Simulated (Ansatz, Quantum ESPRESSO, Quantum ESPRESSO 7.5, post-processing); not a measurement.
# Ballistic transmission: 2 layers of Mo in Pb(111), on the host's sites

How well does the junction conduct in the ballistic limit? It is: 2 layers of Mo in Pb(111), on the host's sites.

Main program and level: Quantum ESPRESSO 7.5; plane-wave DFT, PBE, GBRV ultrasoft pseudopotentials (cross-check by Ansatz 0.2.0 with PAW datasets).

This is a report of a sequence of runs, with most program output left out.

**1. The structure**

The cell holds 15 atoms: 13 Pb and 2 Mo. Its edges and angles: a = 3.557 Å, b = 3.557 Å, c = 40.633 Å, α = 90.0°, β = 90.0°, γ = 60.0°. It derives from Pb. Regions: left lead, 6 atoms (6 Pb); channel, 3 atoms (2 Mo and 1 Pb); right lead, 6 atoms (6 Pb). The structure is stacked along c, and the current runs across the ab planes.

**2. SCF with pw.x**

One periodic cell holds a stretch of lead, the junction and more lead; the atoms stay as built.

scf.in reads:

```
&control
  prefix = 'scf'
  outdir = './out'
  pseudo_dir = './pseudo'
  calculation = 'scf'
  tprnfor = .true.
/
&system
  ibrav = 0
  nat = 15
  ntyp = 2
  ecutwfc = 40
  ecutrho = 200
  occupations = 'smearing'
  smearing = 'mv'
  degauss = 0.01
/
&electrons
  conv_thr = 1e-07
  mixing_beta = 0.25
  electron_maxstep = 120
  mixing_mode = 'local-TF'
/
ATOMIC_SPECIES
  Pb  207.2000  pb_pbe_v1.uspp.F.UPF
  Mo  95.9500  mo_pbe_v1.uspp.F.UPF
CELL_PARAMETERS angstrom
  3.55674710936833 0.00000000000000 0.00000000000000
  1.77837355468417 3.08023335154985 0.00000000000000
  0.00000000000000 0.00000000000000 40.63314733737131
ATOMIC_POSITIONS crystal
  Pb  0.000000000000 0.000000000000 0.000000000000
  Pb  0.333333333000 0.333333333000 0.071470512238
  Pb  0.666666667000 0.666666667000 0.142941024475
  Pb  0.000000000000 0.000000000000 0.214411536713
  Pb  0.333333333000 0.333333333000 0.285882048950
  Pb  0.666666667000 0.666666667000 0.357352561188
  Mo  0.000000000000 0.000000000000 0.410808652534
  Mo  0.333333333000 0.333333333000 0.446250322991
  Pb  0.666666667000 0.666666667000 0.499706414337
  Pb  0.000000000000 0.000000000000 0.571176926575
  Pb  0.333333333000 0.333333333000 0.642647438812
  Pb  0.666666667000 0.666666667000 0.714117951050
  Pb  0.000000000000 0.000000000000 0.785588463287
  Pb  0.333333333000 0.333333333000 0.857058975525
  Pb  0.666666667000 0.666666667000 0.928529487762
K_POINTS automatic
  8 8 1 0 0 0
```

Launch:

```
$ OMP_NUM_THREADS=1 mpirun -n 4 pw.x -nk 4 -in scf.in > scf.out
```

Elapsed: 3.6 min, on 4 MPI ranks of Arm Neoverse V2, shared host; peak memory 1.6 GiB; 14 min of CPU time.

This step gave:

| Quantity | Value |
| --- | --- |
| free energy | -32824.2119 eV |
| Fermi energy | 11.31 eV |

The program's own clock; routines nest. Time by routine:

```tsv
routine	wall time (s)	calls
PWSCF	215.2	1
electrons	207.3	1
c_bands	178.9	14
cegterg	155.9	42
h_psi	85.32	211
fftw	58.08	31226
vloc_psi	53.22	211
calbec	23.67	265
sum_band	21.63	14
h_psi:calbec	15.61	211
s_psi	15.6	211
add_vuspsi	15.6	211
init_run	5.09	1
wfcinit	4.35	1
```

The run needed 14 iterations to bring the estimated error under 1e-07 Ry; the largest force on any atom, held or free, is 0.70 eV/Å.

**3. Transmission with pwcond.x**

prefixt takes both regions from one run: the lead from 0 to bdl, the scattering region from bdl to bds (units of alat). ikind = 1 puts the same lead on both sides. The program's T_tot counts both spins in a run without spin; the tables below give T per spin.

cond.in reads:

```
&inputcond
  outdir = './out'
  prefixt = 'scf'
  tran_file = 'cond.dat'
  bdl = 2.4494897422
  bds = 11.4242441452
  ikind = 1
  ewind = 4.0
  epsproj = 1e-05
  nz1 = 7
  energy0 = 0.4
  denergy = -0.4
/
19
  0.00000000 0.00000000 0.00694444
  0.00000000 0.08333333 0.04166667
  0.00000000 0.16666667 0.04166667
  0.00000000 0.25000000 0.04166667
  0.00000000 0.33333333 0.04166667
  0.00000000 0.41666667 0.04166667
  0.00000000 0.50000000 0.02083333
  0.08333333 0.16666667 0.04166667
  0.08333333 0.25000000 0.08333333
  0.08333333 0.33333333 0.08333333
  0.08333333 0.41666667 0.08333333
  0.08333333 0.50000000 0.08333333
  0.16666667 0.33333333 0.04166667
  0.16666667 0.41666667 0.08333333
  0.16666667 0.50000000 0.08333333
  0.16666667 0.58333333 0.04166667
  0.25000000 0.50000000 0.04166667
  0.25000000 0.58333333 0.08333333
  0.33333333 0.66666667 0.01388889
3
```

Launch:

```
$ OMP_NUM_THREADS=1 mpirun -n 4 pwcond.x -in cond.in > cond.out
```

Run time: 3.6 min. Hardware: 4 MPI ranks; peak memory 0.39 GiB; 14 min of CPU time.

Numbers from this step:

```
lead channels at the Fermi level, one spin : 1.340
transmission at the Fermi level, one spin  : 0.6945
conductance                                : 0.6945 G₀
```

Per spin; mean over the k mesh across the current. Table of open channels, zone mean by energy, zero at the Fermi level:

```tsv
energy (eV)	open channels, zone mean
-0.400	1.26
0.000	1.34
0.400	1.26
```

Per spin; mean over the k mesh across the current. Table of transmission, zone mean by energy, zero at the Fermi level:

```tsv
energy (eV)	transmission, zone mean
-0.400	0.612
0.000	0.694
0.400	0.756
```

At 0.000 eV; k in fractions of b1, b2. Transmission by k point:

```tsv
k1	k2	weight	t	channels
0	0	0.006944	0.3962	1
0	0.08333	0.04167	0.4192	1
0	0.1667	0.04167	0.3504	1
0	0.25	0.04167	0.534	2
0	0.3333	0.04167	1.405	2
0	0.4167	0.04167	0.5922	1
0	0.5	0.02083	0	0
0.08333	0.1667	0.04167	0.4096	1
0.08333	0.25	0.08333	0.09165	1
0.08333	0.3333	0.08333	1.342	2
0.08333	0.4167	0.08333	0.9894	1
0.08333	0.5	0.08333	0.5455	1
0.1667	0.3333	0.04167	0.6389	2
0.1667	0.4167	0.08333	0.7779	1
0.1667	0.5	0.08333	0.817	1
0.1667	0.5833	0.04167	0.2175	3
0.25	0.5	0.04167	0.9307	1
0.25	0.5833	0.08333	0.9887	2
0.3333	0.6667	0.01389	0	0
```

The program's own clock; routines nest. Time by routine:

```tsv
routine	wall time (s)	calls
PWCOND	216.9	1
scatter_forw	177.6	114
local	17.37	19
compbs	17.04	57
compbs_2	14.32	57
init	0.71	1
poten	0.07	1
```

The run is unpolarised; a magnetic state was not tried, may lie lower and would change T.

At no point does T exceed the number of channels.

**4. Transmission with pwcond.x, with ewind = 6.0 and epsproj = 1e-07**

A sensitivity test on the input.

cond.w.in, as its differences from the input of step 3:

```diff
@@ -3,3 +3,3 @@
   prefixt = 'scf'
-  tran_file = 'cond.dat'
+  tran_file = 'cond.w.dat'
   bdl = 2.4494897422
@@ -7,4 +7,4 @@
   ikind = 1
-  ewind = 4.0
-  epsproj = 1e-05
+  ewind = 6.0
+  epsproj = 1e-07
   nz1 = 7
```

Launch:

```
$ OMP_NUM_THREADS=1 mpirun -n 4 pwcond.x -in cond.w.in > cond.w.out
```

The job ended after 3.7 min (4 MPI ranks; peak memory 0.39 GiB).

Beside the run it was changed from:

```tsv
quantity	this run	unchanged run	difference
transmission at the Fermi level, one spin	0.6945	0.6945	-6.0e-7
lead channels at the Fermi level, one spin	1.340	1.340	0
wall time (s)	221	217
```

Over all energies T moves by up to 3.0e-6, at -0.4 eV.

The physical values in this table stay within 0.05 %.

**5. The same in Ansatz**

A second code with its own PAW datasets, on the same atoms.

Level of this step: plane-wave DFT, PBE, Ansatz PAW (Ansatz 0.2.0).

input.yaml reads:

```yaml
crystal:
  lattice:
    - [3.5567471094, 0.0, 0.0]
    - [1.7783735547, 3.0802333515, 0.0]
    - [0.0, 0.0, 40.6331473374]
  atoms:
    - { symbol: Pb, position: [0.0, 0.0, 0.0] }
    - { symbol: Pb, position: [0.333333333, 0.333333333, 0.0714705122] }
    - { symbol: Pb, position: [0.666666667, 0.666666667, 0.1429410245] }
    - { symbol: Pb, position: [0.0, 0.0, 0.2144115367] }
    - { symbol: Pb, position: [0.333333333, 0.333333333, 0.285882049] }
    - { symbol: Pb, position: [0.666666667, 0.666666667, 0.3573525612] }
    - { symbol: Mo, position: [0.0, 0.0, 0.4108086525] }
    - { symbol: Mo, position: [0.333333333, 0.333333333, 0.446250323] }
    - { symbol: Pb, position: [0.666666667, 0.666666667, 0.4997064143] }
    - { symbol: Pb, position: [0.0, 0.0, 0.5711769266] }
    - { symbol: Pb, position: [0.333333333, 0.333333333, 0.6426474388] }
    - { symbol: Pb, position: [0.666666667, 0.666666667, 0.714117951] }
    - { symbol: Pb, position: [0.0, 0.0, 0.7855884633] }
    - { symbol: Pb, position: [0.333333333, 0.333333333, 0.8570589755] }
    - { symbol: Pb, position: [0.666666667, 0.666666667, 0.9285294878] }
kpoints:
  mp_grid: { grid: [8, 8, 1] }
hamiltonian:
  xc: pbe
scf:
  occupations: { method: fermi_dirac, width: 0.1 }
  convergence: { dr2_threshold: 1.0e-08 }
output:
  transmission: { leads: [[0, 3]], e_range: [-0.4, 0.4], de: 0.4, kmesh: [12, 12] }
  write_potential: true
  write_density: true
  volumetric_format: npy
```

Launch:

```
$ ansatz run input.yaml --threads 4 --pin off --max-ram 8192MiB --backend cpu --events-out ev --progress --plain --runs-dir out
```

It took 27 s on 4 threads; peak memory 1.5 GiB.

Read from the output:

```
free energy                                  : -164693.0451 eV
energy at zero smearing                      : -164692.9088 eV
smearing term TS                             : 0.2726 eV
Fermi energy                                 : 11.01 eV
symmetry operations                          : 12
transmission at the Fermi level, one spin    : 0.6920
step of the lead's Hamiltonian over a period : 64.7 meV
```

Per spin; mean over the k mesh across the current. Transmission, zone mean against energy, zero at the Fermi level:

```tsv
energy (eV)	transmission, zone mean
-0.400	0.605
0.000	0.692
0.400	0.756
```

Per spin; mean over the k mesh across the current. Table of open channels, zone mean by energy, zero at the Fermi level:

```tsv
energy (eV)	open channels, zone mean
-0.400	1.26
0.000	1.34
0.400	1.26
```

Ansatz finds T = 0.692 against pwcond's 0.694.

**6. All levels side by side**

All levels:

```tsv
step	T at the Fermi level (per spin)	conductance (G0)	r.m.s. T(E) from the first	CPU time of the step (s)	peak memory (GiB)
Ansatz	0.692	-	0	100.1	1.52
pwcond	0.6945	0.6945	0.004625	869.5	0.39
pwcond, changed setting	0.6945	0.6945	0.004623	884.6	0.39
```

Per spin; mean over the k mesh across the current. Transmission, zone mean against energy, zero at the Fermi level:

```tsv
energy (eV)	Ansatz	pwcond	pwcond, changed setting
-0.400	0.605	0.612	0.612
0.000	0.692	0.694	0.694
0.400	0.756	0.756	0.756
```

**7. A check by hand**

The Landauer sum over the mesh, Σ w T = 0.0833 × 1.34 + 0.0833 × 0.989 + 0.0833 × 0.989 + … = 0.6945.

G = 0.694 × 77.48 µS = 53.8 µS a cell. Times the area of 10.956 Å², the resistance-area product is A/G = 2.04 fΩ m², the leads' contact resistance included.

Free electrons at 4 an atom (3 atoms in 95.4 Å³) have k_F = 1.550 1/Å and offer A k_F²/4π = 2.09 channels per spin; the lead has 1.34 on this mesh.

**8. Summary of results**

| Quantity | Value |
| --- | --- |
| conductance from T at the Fermi level, a cell (G₀ = 2e²/h) | 0.694 G₀ |
| conductance per area | 491 S/μm² |
| lead channels per spin | 1.34 |
| the same conductance by Ansatz | 0.692 G₀ |

The junction conducts 0.694 G₀ a cell at the Fermi level (PBE, GBRV ultrasoft). At the Fermi level the junction passes 52 % of what the leads offer. At the Fermi level pwcond and Ansatz differ by 0.36 %, a close match. Ansatz finds a step of 65 meV across the lead's period inside the junction cell: the lead is too short to be bulk-like, which bears on both codes. The mean rests on 19 distinct points, the heaviest weighing 0.08, and the mesh was not tested, so even the second digit is unsure. Over -0.4 to 0.4 eV, T lies between 0.61 and 0.76 per spin. The geometry is as built, not relaxed, and the leads are short. Spin-orbit coupling is left out; depending on the atoms that carry the levels of interest, it can split and shift them by tenths of an eV to an eV or more.

[Logs are printed without paths, hosts, clocks, repeated set-up lines and the standing remarks that a program may print on its own settings, such as how far it seeks lower states.]

[Hosts, paths, dates, database ids (printed as entryN), source tags and the programs' standing remarks are cut or masked in the printed files.]

[Maps of the electrostatic potential energy from Ansatz leave out the sawtooth potential of an applied field or a dipole correction, so their vacuum need not be flat; planar profiles and work functions include it.]
